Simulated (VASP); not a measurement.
Crystal: MoS2.

```
CELL_PARAMETERS angstrom
3.14799 -1.92978 0.00000
3.14799 1.92978 0.00000
-0.00310 0.00000 4.43933
ATOMIC_POSITIONS crystal
Mo 0.00000 0.00000 0.00000
S 0.68790 0.68790 0.28890
S 0.31210 0.31210 0.71110
```

The cell comes from a database or a generator and needn't be the stable form of this composition.

Base run:

```yaml
Program: VASP 6.6.1
Functional: PBEsol
Potentials_or_basis: VASP PAW PBE potentials, release 64 (Mo_sv, S)
Cutoff: 520 eV
k_mesh: 6 × 6 × 4
Occupations: gaussian, width 0.05 eV
Spin: collinear spin, random start
Starting_moments: "[0.19, 0.0, 0.0] μB"
Hubbard_terms: Mo d U = 2 eV
```

Its results: band gap on the k mesh none (metal or under the smearing width); pressure -0.5 GPa; net moment 2.03 μB per cell; site moments Mo +2.07; S -0.13 μB; largest force 1.448 eV/Å.

Question: The run is repeated on the same cell with these changes: functional from PBEsol to PBE; moments at the start from [0.19, 0.0, 0.0] to [-0.25, 0.0, 0.0]. What comes out?

Answer: Band gap on the k mesh none (metal or under the smearing width); pressure 4.6 GPa; net moment -2.05 μB per cell; site moments Mo -2.12; S +0.14 μB; largest force 1.440 eV/Å.

Caveats: the PAW data sets were made with another functional, which shifts forces and pressure a little (some runs); forces of over 1 eV/Å show positions far from the minimum, so gaps and moduli don't describe the material at rest (some runs).

Not every run made on this cell is shown here.
